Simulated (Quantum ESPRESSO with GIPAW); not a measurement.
## 17O and 177Hf NMR of HfO2, calculated

Wanted: NMR shieldings for each site of HfO2.

Calculated with Quantum ESPRESSO with GIPAW 8.0dev (patched build); DFT, PBEsol, plane-wave PAW (pslibrary 1.0.0 recipes), scalar-relativistic, GIPAW; a patched development version of the program.

## 1. The structure

Symmetry: P4_2/nmc, No. 137, tetragonal system. The conventional cell has a = 3.558 Å, b = 3.558 Å, c = 5.172 Å, α = 90.00°, β = 90.00°, γ = 90.00°. Nearest to Hf lie 8 O at 2.04 to 2.38 Å. Nearest to O lie 4 Hf at 2.04 to 2.38 Å. Farther neighbours and most contacts between anions are not listed.

The cell is a computed entry of the Materials Project; it need not be the form that is stable at ambient conditions.

This structure had its atoms relaxed beforehand (DFT, PBEsol, plane-wave PAW (pslibrary 1.0.0 recipes), Quantum ESPRESSO with GIPAW), starting from the database entry, since shieldings follow bond lengths closely.

## 2. Ground state

GIPAW is a response on top of the ground state, so the wavefunctions come first. Their errors pass straight into the induced current, hence the tight threshold. No empty states are asked for: the response is solved without them. The mesh has a spacing of 0.36 Å⁻¹ at most. The PAW files were made with ld1.x from the pslibrary 1.0.0 recipes, with GIPAW reconstruction switched on.

scf.in

```
&control
  calculation = 'scf'
  prefix = 'x'
  outdir = './tmp/'
  pseudo_dir = './'
/
&system
  ibrav = 0
  nat = 6
  ntyp = 2
  ecutwfc = 55
  ecutrho = 330
  nbnd = 24
/
&electrons
  conv_thr = 1.0d-10
  mixing_beta = 0.7
  electron_maxstep = 100
/
ATOMIC_SPECIES
  Hf 178.490 Hf.pbesol-spn-kjpaw_psl.1.0.0-gipaw.UPF
  O 15.999 O.pbesol-n-kjpaw_psl.1.0.0-gipaw.UPF
CELL_PARAMETERS angstrom
  3.55801933 0.00000000 0.00000000
  0.00000000 3.55801933 0.00000000
  0.00000000 0.00000000 5.17186121
ATOMIC_POSITIONS crystal
  Hf 0.00000000 0.00000000 -0.00000000
  Hf 0.50000000 0.50000000 0.50000000
  O 0.00000000 0.50000000 0.19329764
  O 0.50000000 0.00000000 0.30670236
  O 0.50000000 0.00000000 0.80670236
  O 0.00000000 0.50000000 0.69329764
K_POINTS automatic
  5 5 4 0 0 0
```

On the command line:

```sh
> mpirun -np 4 pw.x -nk 4 -in scf.in > scf.out
```

Output:

```text
using ibrav=0 with symmetry is DISCOURAGED, use correct ibrav instead

     bravais-lattice index     =            0
     lattice parameter (alat)  =       6.7237  a.u.
     unit-cell volume          =     441.8350 (a.u.)^3
     number of atoms/cell      =            6
     number of atomic types    =            2
     number of electrons       =        48.00
     number of Kohn-Sham states=           24
     kinetic-energy cutoff     =      55.0000  Ry
     charge density cutoff     =     330.0000  Ry
     scf convergence threshold =      1.0E-10
     mixing beta               =       0.7000
     number of iterations used =            8  plain     mixing
     Exchange-correlation= SLA-PW-PSX-PSC
                           (   1   4  10   8   0   0   0)
[...]
Hf               12.00   178.49000     Hf( 1.00)
     O                 6.00    15.99900     O ( 1.00)

     16 Sym. Ops., with inversion, found ( 8 have fractional translation)
[...]
number of k points=    18
[...]
Dense  grid:    44785 G-vectors     FFT dimensions: (  40,  40,  60)

     Smooth grid:    24359 G-vectors     FFT dimensions: (  32,  32,  48)

     Initial potential from superposition of free atoms

     starting charge      47.9965, renormalised to      48.0000
     Starting wfcs are   36 randomized atomic wfcs

     Self-consistent Calculation

     iteration #  1     ecut=    55.00 Ry     beta= 0.70
     Davidson diagonalization with overlap
     ethr =  1.00E-02,  avg # of iterations =  1.0

     total energy              =   -1538.71501268 Ry
     estimated scf accuracy    <       2.13478034 Ry

     iteration #  2     ecut=    55.00 Ry     beta= 0.70
     Davidson diagonalization with overlap
     ethr =  4.45E-03,  avg # of iterations =  6.8

     total energy              =   -1539.64023829 Ry
     estimated scf accuracy    <       2.27079619 Ry

     iteration #  3     ecut=    55.00 Ry     beta= 0.70
     Davidson diagonalization with overlap
     ethr =  4.45E-03,  avg # of iterations =  2.0

     total energy              =   -1539.50280204 Ry
     estimated scf accuracy    <       0.46933003 Ry

[...]
total energy              =   -1539.95802284 Ry
[...]
iteration # 36     ecut=    55.00 Ry     beta= 0.70
     Davidson diagonalization with overlap
     ethr =  1.26E-12,  avg # of iterations =  1.6

     total energy              =   -1539.95802283 Ry
     estimated scf accuracy    <          3.1E-10 Ry

     iteration # 37     ecut=    55.00 Ry     beta= 0.70
     Davidson diagonalization with overlap
     ethr =  6.48E-13,  avg # of iterations =  4.8

     End of self-consistent calculation
     [one-electron energies left out]

!    total energy              =   -1539.95802283 Ry
     total all-electron energy =    -60896.956578 Ry
     estimated scf accuracy    <          9.9E-12 Ry

     The total energy is the sum of the following terms:
     one-electron contribution =     -47.02211943 Ry
     hartree contribution      =      56.42667387 Ry
     xc contribution           =    -112.29059486 Ry
     ewald contribution        =    -269.61222391 Ry
     one-center paw contrib.   =   -1167.45975850 Ry

     convergence has been achieved in  37 iterations
[...]
JOB DONE.
```

Run time: 43 s. Hardware: 4 MPI ranks of Arm Neoverse V1, shared host; peak memory 0.62 GiB.

It converged in 37 cycles to an estimated accuracy of 1e-11 Ry, on 18 irreducible k-points.

## 3. Shieldings

The job finds the current that a weak uniform field induces (applied as a long wave, q_gipaw) and the field that this current makes at each nucleus. On atoms with p or d valence electrons much of the paramagnetic part arises close to the nucleus, where the PAW partial waves rebuild the true states. pawproj makes the reconstruction use the PAW data sets' own projectors.

nmr.in

```
&inputgipaw
  job = 'nmr'
  prefix = 'x'
  tmp_dir = './tmp/'
  restart_mode = 'from_scratch'
  verbosity = 'low'
  q_gipaw = 0.01
  spline_ps = .true.
  conv_threshold = 1.0d-11
  use_nmr_macroscopic_shape = .false.
  pawproj(1) = .true.
  pawproj(2) = .true.
/
```

On the command line:

```sh
> mpirun -np 4 gipaw.x -in nmr.in > nmr.out
```

Output:

```text
[banner, memory and clock lines left out]
[a note of our patched build left out]

     Parallelizing q-star over 1 images

     IMPORTANT: XC functional enforced from input :
     Exchange-correlation= PBESOL
                           (   1   4  10   8   0   0   0)
     Any further DFT definition will be discarded
     Please, verify this is what you really want

[...]
projs nearly linearly dependent: l=0  n1,n2= 1, 2  s=  0.99147125
[...]
alpha_pv=    120.2167 eV

     spline_ps is .false., expect some extrapolation errors

     q-space interpolation up to    66.00 Rydberg

     GIPAW job: nmr
     NMR macroscopic correction: no
[...]
Computing the magnetic susceptibility     isolve=0    ethr=  0.1000E-10
     Starting from scratch
     k-point #    1 of    18      pool #  1    cpu time:       1.0
[...]
End of magnetic susceptibility calculation

     f-sum rule (1st term):
           -50.1741          0.0000          0.0000
             0.0000        -50.1741          0.0000
             0.0000          0.0000        -50.1742

     f-sum rule (2nd term):
            -0.9106          0.0000          0.0000
             0.0000         -0.9106          0.0000
             0.0000          0.0000         -0.9138

     f-sum rule (should be   -51.0834):
           -51.0847          0.0000          0.0000
             0.0000        -51.0847          0.0000
             0.0000          0.0000        -51.0880

[... susceptibilities left out ...]
     Contributions to the NMR chemical shifts: -------------------------------

     Macroscopic shape contribution in ppm:                    0.00
             0.0000          0.0000          0.0000
             0.0000          0.0000          0.0000
             0.0000          0.0000          0.0000

     Core contribution in ppm:

     Atom  1  Hf  pos: (  0.000000  0.000000  0.000000)  core sigma:        8991.76
     Atom  2  Hf  pos: (  0.500000  0.500000  0.726789)  core sigma:        8991.76
     Atom  3  O   pos: (  0.000000  0.500000  0.280973)  core sigma:         270.50
     Atom  4  O   pos: (  0.500000  0.000000  0.445816)  core sigma:         270.50
     Atom  5  O   pos: (  0.500000  0.000000  1.172605)  core sigma:         270.50
     Atom  6  O   pos: (  0.000000  0.500000  1.007763)  core sigma:         270.50

     Bare contribution in ppm:

     Atom  1  Hf  pos: (  0.000000  0.000000  0.000000)  bare sigma:          29.44
[...]
Atom  2  Hf  pos: (  0.500000  0.500000  0.726789)  bare sigma:          29.44
[...]
Atom  3  O   pos: (  0.000000  0.500000  0.280973)  bare sigma:         -36.61
[...]
Atom  4  O   pos: (  0.500000  0.000000  0.445816)  bare sigma:         -36.61
[...]
Atom  5  O   pos: (  0.500000  0.000000  1.172605)  bare sigma:         -36.61
[...]
Atom  6  O   pos: (  0.000000  0.500000  1.007763)  bare sigma:         -36.61
[...]
Diamagnetic contribution in ppm:

     Atom  1  Hf  pos: (  0.000000  0.000000  0.000000)  dia sigma:         -46.94
[...]
Atom  2  Hf  pos: (  0.500000  0.500000  0.726789)  dia sigma:         -46.94
[...]
Atom  3  O   pos: (  0.000000  0.500000  0.280973)  dia sigma:          17.75
[...]
Atom  4  O   pos: (  0.500000  0.000000  0.445816)  dia sigma:          17.75
[...]
Atom  5  O   pos: (  0.500000  0.000000  1.172605)  dia sigma:          17.75
[...]
Atom  6  O   pos: (  0.000000  0.500000  1.007763)  dia sigma:          17.75
[...]
Paramagnetic contribution in ppm:

     Atom  1  Hf  pos: (  0.000000  0.000000  0.000000)  para sigma:       -6827.99
[...]
Atom  2  Hf  pos: (  0.500000  0.500000  0.726789)  para sigma:       -6827.99
[...]
Atom  3  O   pos: (  0.000000  0.500000  0.280973)  para sigma:        -152.87
[...]
Atom  4  O   pos: (  0.500000  0.000000  0.445816)  para sigma:        -152.87
[...]
Atom  5  O   pos: (  0.500000  0.000000  1.172605)  para sigma:        -152.87
[...]
Atom  6  O   pos: (  0.000000  0.500000  1.007763)  para sigma:        -152.87
[...]
Paramagnetic US occ-occ contribution in ppm:

     Atom  1  Hf  pos: (  0.000000  0.000000  0.000000)  para_oo sigma:         -22.53
[...]
Atom  2  Hf  pos: (  0.500000  0.500000  0.726789)  para_oo sigma:         -22.53
[...]
Atom  3  O   pos: (  0.000000  0.500000  0.280973)  para_oo sigma:          -0.28
[...]
Atom  4  O   pos: (  0.500000  0.000000  0.445816)  para_oo sigma:          -0.28
[...]
Atom  5  O   pos: (  0.500000  0.000000  1.172605)  para_oo sigma:          -0.28
[...]
Atom  6  O   pos: (  0.000000  0.500000  1.007763)  para_oo sigma:          -0.28
[...]
Paramagnetic US L_R Q_R contribution in ppm:

     Atom  1  Hf  pos: (  0.000000  0.000000  0.000000)  para_lq sigma:        2851.55
[...]
Atom  2  Hf  pos: (  0.500000  0.500000  0.726789)  para_lq sigma:        2851.55
[...]
Atom  3  O   pos: (  0.000000  0.500000  0.280973)  para_lq sigma:        -208.33
[...]
Atom  4  O   pos: (  0.500000  0.000000  0.445816)  para_lq sigma:        -208.33
[...]
Atom  5  O   pos: (  0.500000  0.000000  1.172605)  para_lq sigma:        -208.33
[...]
Atom  6  O   pos: (  0.000000  0.500000  1.007763)  para_lq sigma:        -208.33
[...]
Total NMR chemical shifts in ppm: ---------------------------------------
     (adopting the Simpson convention for anisotropy and asymmetry)-----------

     Atom  1  Hf  pos: (  0.000000  0.000000  0.000000)  Total sigma:        4975.28
          5121.7188          0.0000          0.0000
             0.0000       5121.7188          0.0000
            -0.0000         -0.0000       4682.4170

     Hf      1    anisotropy:   -439.30    eta:    0.0000
[...]
Atom  2  Hf  pos: (  0.500000  0.500000  0.726789)  Total sigma:        4975.28
[... its tensor is left out ...]
     Atom  3  O   pos: (  0.000000  0.500000  0.280973)  Total sigma:        -109.84
          -152.5786          0.0000          0.0000
            -0.0000        -40.5747         -0.0000
             0.0000         -0.0000       -136.3673

     O       3    anisotropy:    103.90    eta:    0.2340
[...]
Atom  4  O   pos: (  0.500000  0.000000  0.445816)  Total sigma:        -109.84
[... its tensor is left out ...]
     Atom  5  O   pos: (  0.500000  0.000000  1.172605)  Total sigma:        -109.84
[... its tensor is left out ...]
     Atom  6  O   pos: (  0.000000  0.500000  1.007763)  Total sigma:        -109.84
[... its tensor is left out ...]
```

Wall time 3 min (4 MPI ranks); peak memory 0.33 GiB; 12 min of CPU time.

The f-sum rule is met to 0.0046 of 51.1 (0.009 %). Converged shieldings require that this miss be small, but a small miss does not prove them.

From the symmetric part of each tensor, with principal values σ11 ≤ σ22 ≤ σ33: σ_iso is their mean, the span is σ33 − σ11 and the skew 3(σ_iso − σ22)/span. (gipaw.x prints an anisotropy in another convention.)

```csv
site,atom no.,atoms in cell,σ_iso (ppm),span (ppm),skew
Hf,1,2,4975,439,-1.00
O,3,4,-109.8,112.0,0.71
```

The macroscopic shape term is switched off. For a spherical sample the valence susceptibility of this run would add about 6 ppm to every site, a rough estimate, since the susceptibility converges slowly and lacks part of the PAW terms. Differences within the crystal don't depend on it, but shieldings of different compounds can't be compared to better than a few ppm without it.

An axis of order three or more runs through Hf, so two principal values coincide and the skew is ±1. In this run the largest span among the lighter atoms is that of O (site symmetry 2mm), with principal values -152.6, -136.4 and -40.6 ppm.

17O and 177Hf also have a quadrupolar coupling here. It is not given: on PAW files the efg job of this gipaw.x leaves out the augmentation charge of neighbouring atoms and can miss by tens of per cent.

## 4. NMR parameters by site

Covalently bonded atoms count as neighbours within 1.18 times the sum of their radii. Otherwise a cation's neighbours lie within 1.2 times its shortest bond (1.3 for large cations, each anion's radius taken off where they differ), and an anion's are the cations that count it.

```csv
site,atom no.,atoms in cell,surroundings,bonds (Å),σ_iso (ppm)
Hf,1,2,HfO8,2.04 to 2.38,4975
O,3,4,bound to Hf4,2.04 to 2.38,-109.8
```

## 5. What came out

- 17O shielding without shape term: -109.8 ppm
- 177Hf shielding without shape term: 4975 ppm

**Reading.** 17O has one site (bound to Hf4), with isotropic shielding -109.8 ppm (shape term left out). A shift needs a reference, δ = σ_ref − σ, fixed on measured compounds; for 17O of this kind at this level too few were at hand, or they scattered too widely about a line, so none is given. No sound run at another cutoff or mesh is at hand, so convergence rests on the f-sum rule and on experience with these files. Spin-orbit coupling is missing, which matters for Hf and for the light atoms bound to such centres. The scalar-relativistic files are used with non-relativistic response operators, which weighs most on the heavy atoms' own shieldings. This build of gipaw.x prints that it is not audited and that its numbers are no references by themselves. It also reports spline_ps as false although the input sets it; why was not traced. pw.x warned of eigenvalues not converged in some cycles of 1 ground-state run, which then met the threshold.

[Banner, clock, file and message-heading lines were taken out of the pw.x and gipaw.x logs.]

[Logs are printed without paths, hosts, clocks, repeated set-up lines and the standing remarks that a program may print on its own settings, such as how far it seeks lower states.]

[Hosts, paths, dates, database ids (printed as entryN), source tags and the programs' standing remarks are cut or masked in the printed files.]

[Where no reference line passes its bar on scatter, no shift is given, so a measured shift of this compound may stand uncompared.]
